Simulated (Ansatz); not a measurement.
Input and command of a plane-wave DFT calculation in Ansatz:

```yaml
crystal:
  lattice:
    - [2.7743680019, 0.0, 0.0]
    - [-1.387184001, 2.4026731691, 0.0]
    - [0.0, 0.0, 4.7388249489]
  atoms:
    - { symbol: Pt, position: [0.6666666667, 0.3333333333, 0.75] }
    - { symbol: Pt, position: [0.3333333333, 0.6666666667, 0.25] }
basis:
  ecutwfc: 420
kpoints:
  mp_grid: { grid: [18, 18, 10] }
hamiltonian:
  xc: pbe
scf:
  occupations: { method: fermi_dirac, width: 0.15 }
output:
  forces: true
  stress: true
  eigenvalues: true
relax:
  adjacent_minimum: "off"
  f_tol: 0.001
  max_steps: 60
  cell: { stress_tol: 0.02, p_target: 7.0 }
```

```bash
ansatz run input.yaml --threads 1 --pin off --max-ram 3072MiB --backend cpu --events-out ev --progress --plain --runs-dir out
```

Processor: Arm Neoverse V1, 1 thread, on a host shared with other jobs.

Q: How long does it run, and how much memory does it take?

A: About 46 s on 1 thread of Arm Neoverse V1, with other jobs on the host, peak memory 0.4 GiB. It solves 22 bands at 222 k points (the mesh reduced by the symmetry that the task leaves, which can be less than the crystal's) with about 597 plane waves (on the last cell), in 43 SCF iterations over 6 ionic steps.
